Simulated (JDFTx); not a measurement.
# BAs (F-43m) in JDFTx: notebook

The runs below take BAs through band structure, with LDA, PBE.

All numbers are computed with JDFTx 1.7.0 (patched build); they aren't measurements. Logs are shortened: lines on timing, memory, paths and dates and some standing lists are left out, and cuts for length are marked. The log counts tension as positive stress, the text compression.

### Step 1. The structure

It takes space group F-43m (No. 216, cubic). The conventional cell has a = 4.777 Å, b = 4.777 Å, c = 4.777 Å, α = 90.00°, β = 90.00°, γ = 90.00°. Around As (site symmetry -43m) lie 4 B at 2.07 Å. B (site symmetry -43m) has 4 As at 2.07 Å as nearest neighbours.

### Step 2. Band structure, LDA

Contents of bands.in:

```
include BAs.lattice
coords-type Lattice
include BAs.ionpos

ion-species pseudo/As.upf
ion-species pseudo/B.upf
elec-cutoff 40 320
elec-ex-corr lda-PW
elec-smearing Fermi 0.0018374661
elec-n-bands 15
electronic-minimize nIterations 30 energyDiffThreshold 1e-06
davidson-band-ratio 1.3
forces-output-coords Cartesian
include path.kpoints
symmetries none
fix-electron-density run.$VAR

dump-name bands.$VAR
dump End Ecomponents EigStats BandEigs Kpoints Forces
```

Contents of BAs.lattice:

```
lattice \
    0.0000000000     4.5136108487     4.5136108487 \
    4.5136108487     0.0000000000     4.5136108487 \
    4.5136108487     4.5136108487     0.0000000000
```

Contents of BAs.ionpos:

```
ion As     0.7500000000     0.7500000000     0.7500000000 1
ion B      0.0000000000     0.0000000000     0.0000000000 1
```

Contents of path.kpoints:

```
kpoint +0.0000000000 +0.0000000000 +0.0000000000 0.020000000000
kpoint +0.0714285714 +0.0000000000 +0.0714285714 0.020000000000
kpoint +0.1428571429 +0.0000000000 +0.1428571429 0.020000000000
kpoint +0.2142857143 +0.0000000000 +0.2142857143 0.020000000000
kpoint +0.2857142857 +0.0000000000 +0.2857142857 0.020000000000
kpoint +0.3571428571 +0.0000000000 +0.3571428571 0.020000000000
kpoint +0.4285714286 +0.0000000000 +0.4285714286 0.020000000000
kpoint +0.5000000000 +0.0000000000 +0.5000000000 0.020000000000
kpoint +0.5000000000 +0.0833333333 +0.5833333333 0.020000000000
kpoint +0.5000000000 +0.1666666667 +0.6666666667 0.020000000000
kpoint +0.5000000000 +0.2500000000 +0.7500000000 0.020000000000
kpoint +0.4375000000 +0.3125000000 +0.7500000000 0.020000000000
kpoint +0.3750000000 +0.3750000000 +0.7500000000 0.020000000000
kpoint +0.3281250000 +0.3281250000 +0.6562500000 0.020000000000
kpoint +0.2812500000 +0.2812500000 +0.5625000000 0.020000000000
kpoint +0.2343750000 +0.2343750000 +0.4687500000 0.020000000000
kpoint +0.1875000000 +0.1875000000 +0.3750000000 0.020000000000
kpoint +0.1406250000 +0.1406250000 +0.2812500000 0.020000000000
kpoint +0.0937500000 +0.0937500000 +0.1875000000 0.020000000000
kpoint +0.0468750000 +0.0468750000 +0.0937500000 0.020000000000
kpoint +0.0000000000 +0.0000000000 +0.0000000000 0.020000000000
kpoint +0.0833333333 +0.0833333333 +0.0833333333 0.020000000000
kpoint +0.1666666667 +0.1666666667 +0.1666666667 0.020000000000
kpoint +0.2500000000 +0.2500000000 +0.2500000000 0.020000000000
kpoint +0.3333333333 +0.3333333333 +0.3333333333 0.020000000000
kpoint +0.4166666667 +0.4166666667 +0.4166666667 0.020000000000
kpoint +0.5000000000 +0.5000000000 +0.5000000000 0.020000000000
kpoint +0.5250000000 +0.4500000000 +0.5250000000 0.020000000000
kpoint +0.5500000000 +0.4000000000 +0.5500000000 0.020000000000
kpoint +0.5750000000 +0.3500000000 +0.5750000000 0.020000000000
kpoint +0.6000000000 +0.3000000000 +0.6000000000 0.020000000000
kpoint +0.6250000000 +0.2500000000 +0.6250000000 0.020000000000
kpoint +0.5625000000 +0.2500000000 +0.6875000000 0.020000000000
kpoint +0.5000000000 +0.2500000000 +0.7500000000 0.020000000000
kpoint +0.5000000000 +0.2916666667 +0.7083333333 0.020000000000
kpoint +0.5000000000 +0.3333333333 +0.6666666667 0.020000000000
kpoint +0.5000000000 +0.3750000000 +0.6250000000 0.020000000000
kpoint +0.5000000000 +0.4166666667 +0.5833333333 0.020000000000
kpoint +0.5000000000 +0.4583333333 +0.5416666667 0.020000000000
kpoint +0.5000000000 +0.5000000000 +0.5000000000 0.020000000000
kpoint +0.4791666667 +0.4791666667 +0.5416666667 0.020000000000
kpoint +0.4583333333 +0.4583333333 +0.5833333333 0.020000000000
kpoint +0.4375000000 +0.4375000000 +0.6250000000 0.020000000000
kpoint +0.4166666667 +0.4166666667 +0.6666666667 0.020000000000
kpoint +0.3958333333 +0.3958333333 +0.7083333333 0.020000000000
kpoint +0.3750000000 +0.3750000000 +0.7500000000 0.020000000000
kpoint +0.6250000000 +0.2500000000 +0.6250000000 0.020000000000
kpoint +0.5833333333 +0.1666666667 +0.5833333333 0.020000000000
kpoint +0.5416666667 +0.0833333333 +0.5416666667 0.020000000000
kpoint +0.5000000000 +0.0000000000 +0.5000000000 0.020000000000
```

Potentials or basis: PseudoDojo-SR-LDA-0.4.1-standard with smoothed tails.

Started as:

```sh
$ jdftx -c 1 -i bands.in -o bands.out
```

Standard output:

```text
*************** JDFTx 1.7.0 (patched build) ***************

Input parsed successfully to the following command list (including defaults):
[... the input with its defaults ...]

---------- Initializing the Grid ----------
R =
[            0      4.51361      4.51361  ]
[      4.51361            0      4.51361  ]
[      4.51361      4.51361            0  ]
unit cell volume = 183.909
G =
[  -0.696026   0.696026   0.696026  ]
[   0.696026  -0.696026   0.696026  ]
[   0.696026   0.696026  -0.696026  ]
Minimum fftbox size, Smin = [  52  52  52  ]
Chosen fftbox size, S = [  54  54  54  ]

---------- Initializing tighter grid for wavefunction operations ----------
R =
[            0      4.51361      4.51361  ]
[      4.51361            0      4.51361  ]
[      4.51361      4.51361            0  ]
unit cell volume = 183.909
G =
[  -0.696026   0.696026   0.696026  ]
[   0.696026  -0.696026   0.696026  ]
[   0.696026   0.696026  -0.696026  ]
Minimum fftbox size, Smin = [  40  40  40  ]
Chosen fftbox size, S = [  40  40  40  ]

---------- Exchange Correlation functional ----------
Initalized Slater LDA exchange.
Initalized Perdew-Wang LDA correlation.

---------- Setting up pseudopotentials ----------
Width of ionic core gaussian charges (only for fluid interactions / plotting) set to 0

Reading pseudopotential file 'pseudo/As.upf':
  'As' pseudopotential, 'SLA  PW   NOGX NOGC' functional
  Generated using ONCVPSP code by D. R. Hamann
  15 valence electrons, 3 orbitals, 6 projectors, 1001 radial grid points, with lMax = 2
    3D    l: 2   occupation: 10.0   eigenvalue: -1.502949
    4S    l: 0   occupation:  2.0   eigenvalue: -0.540203
    4P    l: 1   occupation:  3.0   eigenvalue: -0.196304
  Core radius for overlap checks: 1.74 bohrs.

Reading pseudopotential file 'pseudo/B.upf':
  'B' pseudopotential, 'SLA  PW   NOGX NOGC' functional
  Generated using ONCVPSP code by D. R. Hamann
  3 valence electrons, 2 orbitals, 4 projectors, 1001 radial grid points, with lMax = 1
    2S    l: 0   occupation:  2.0   eigenvalue: -0.344843
    2P    l: 1   occupation:  1.0   eigenvalue: -0.136532
  Core radius for overlap checks: 1.18 bohrs.

Initialized 2 species with 2 total atoms.

Folded 50 k-points by 1x1x1 to 50 k-points.

---------- Setting up k-points, bands, fillings ----------
No reducable k-points.
Computing the number of bands and number of electrons
Calculating initial fillings.
nElectrons:  18.000000   nBands: 15   nStates: 50

----- Setting up reduced wavefunction bases (one per k-point) -----
average nbasis = 2224.340 , ideal nbasis = 2222.216

---------- Setting up ewald sum ----------
Optimum gaussian width for ewald sums = 2.050004 bohr.
Real space sum over 1331 unit cells with max indices [  5  5  5  ]
Reciprocal space sum over 2197 terms with max indices [  6  6  6  ]

---------- Allocating electronic variables ----------
Reading n from file 'run.n' ... done
Initializing wave functions:  linear combination of atomic orbitals
Note: number of bands (15) exceeds available atomic orbitals (13)

----------- Band structure minimization -------------
Minimization will be done independently for each quantum number.

---- Minimization of quantum number:     0  [ +0.0000000 +0.0000000 +0.0000000 ]  0.040000000 ----
BandDavidson: Iter:   0  Eband: +0.054247987857211
BandDavidson: Iter:   1  Eband: +0.019179320041074  dEband: -3.506867e-02
BandDavidson: Iter:   2  Eband: +0.014230002781003  dEband: -4.949317e-03
BandDavidson: Iter:   3  Eband: +0.012804374918468  dEband: -1.425628e-03
[... 684 lines of inner loops ...]
BandDavidson: Iter:   8  Eband: +0.019712047969917  dEband: -2.420515e-06
BandDavidson: Iter:   9  Eband: +0.019711071656316  dEband: -9.763136e-07
BandDavidson: Converged (dEband<1.000000e-06)
	FillingsUpdate:  mu: +0.428968777  nElectrons: 18.000000

Dumping 'bands.eigStats' ...
	eMin: -0.915207 at state 49 ( [ +0.500000 +0.000000 +0.500000 ] spin 0 )
	HOMO: +0.406445 at state 20 ( [ +0.000000 +0.000000 +0.000000 ] spin 0 )
	mu  : +0.428969
	LUMO: +0.449061 at state 6 ( [ +0.428571 +0.000000 +0.428571 ] spin 0 )
	eMax: +1.034568 at state 7 ( [ +0.500000 +0.000000 +0.500000 ] spin 0 )
	HOMO-LUMO gap: +0.042615
	Optical gap  : +0.119972 at state 20 ( [ +0.000000 +0.000000 +0.000000 ] spin 0 )
Done!
[note: mu, HOMO and LUMO in a band run belong to the points of the path alone and aren't those of the crystal]
```

Run time: 18 s. Hardware: 1 thread of Arm Neoverse V2, shared host; peak memory 0.09 GiB.

What came out:

```
Band gap along the path : 1.16 eV, indirect (least direct gap 3.26 eV)
```

Levels at the corners of the path, in eV from the valence-band top:
| point | band 5 | band 6 | band 7 | band 8 | band 9 | band 10 | band 11 |
| --- | --- | --- | --- | --- | --- | --- | --- |
| Γ | -35.94 | -15.39 | 0.00 | 0.00 | 0.00 | 3.26 | 3.26 |
| X | -35.93 | -11.28 | -8.41 | -4.07 | -4.07 | 1.35 | 1.44 |
| W | -35.93 | -11.12 | -7.92 | -5.49 | -5.20 | 5.22 | 5.87 |
| K | -35.93 | -11.31 | -8.03 | -5.96 | -3.48 | 2.01 | 5.49 |
| Γ | -35.94 | -15.39 | 0.00 | 0.00 | 0.00 | 3.26 | 3.26 |
| L | -35.93 | -12.55 | -8.74 | -1.81 | -1.81 | 2.68 | 4.78 |
| U | -35.93 | -11.31 | -8.03 | -5.96 | -3.48 | 2.01 | 5.49 |
| W | -35.93 | -11.12 | -7.92 | -5.49 | -5.20 | 5.22 | 5.87 |
| L | -35.93 | -12.55 | -8.74 | -1.81 | -1.81 | 2.68 | 4.78 |
| K | -35.93 | -11.31 | -8.03 | -5.96 | -3.48 | 2.01 | 5.49 |
| U | -35.93 | -11.31 | -8.03 | -5.96 | -3.48 | 2.01 | 5.49 |
| X | -35.93 | -11.28 | -8.41 | -4.07 | -4.07 | 1.35 | 1.44 |

### Step 3. Band structure, PBE

Edit bands.in of step 2 so:

```diff
@@ -1,4 +1,5 @@
-include BAs.lattice
+lattice Face-Centered Cubic 9.0272216973
 coords-type Lattice
-include BAs.ionpos
+ion As     0.7500000000     0.7500000000     0.7500000000 1
+ion B      0.0000000000     0.0000000000     0.0000000000 1
 
@@ -6,4 +7,4 @@
 ion-species pseudo/B.upf
-elec-cutoff 40 320
-elec-ex-corr lda-PW
+elec-cutoff 42 336
+elec-ex-corr gga-PBE
 elec-smearing Fermi 0.0018374661
```

path.kpoints is that of step 2.

Potentials or basis: PseudoDojo-SR-PBE-0.5-standard with smoothed tails.

Started as:

```sh
$ jdftx -c 1 -i bands.in -o bands.out
```

It took 19 s on 1 thread of Arm Neoverse V2, shared host; peak memory 0.11 GiB.

It converged, with:

```yaml
Band_gap_along_the_path: 1.22 eV, indirect (least direct gap 3.29 eV)
```

Levels at the corners of the path, in eV from the valence-band top:
```csv
point,band 7,band 8,band 9,band 10,band 11
Γ,0.00,0.00,0.00,3.29,3.29
X,-8.51,-4.07,-4.07,1.45,1.46
W,-8.05,-5.48,-5.18,5.28,5.95
K,-8.13,-5.94,-3.48,2.06,5.57
Γ,0.00,0.00,0.00,3.29,3.29
L,-8.77,-1.82,-1.82,2.70,4.81
U,-8.13,-5.94,-3.48,2.06,5.57
W,-8.05,-5.48,-5.18,5.28,5.95
L,-8.77,-1.82,-1.82,2.70,4.81
K,-8.13,-5.94,-3.48,2.06,5.57
U,-8.13,-5.94,-3.48,2.06,5.57
X,-8.51,-4.07,-4.07,1.45,1.46
```
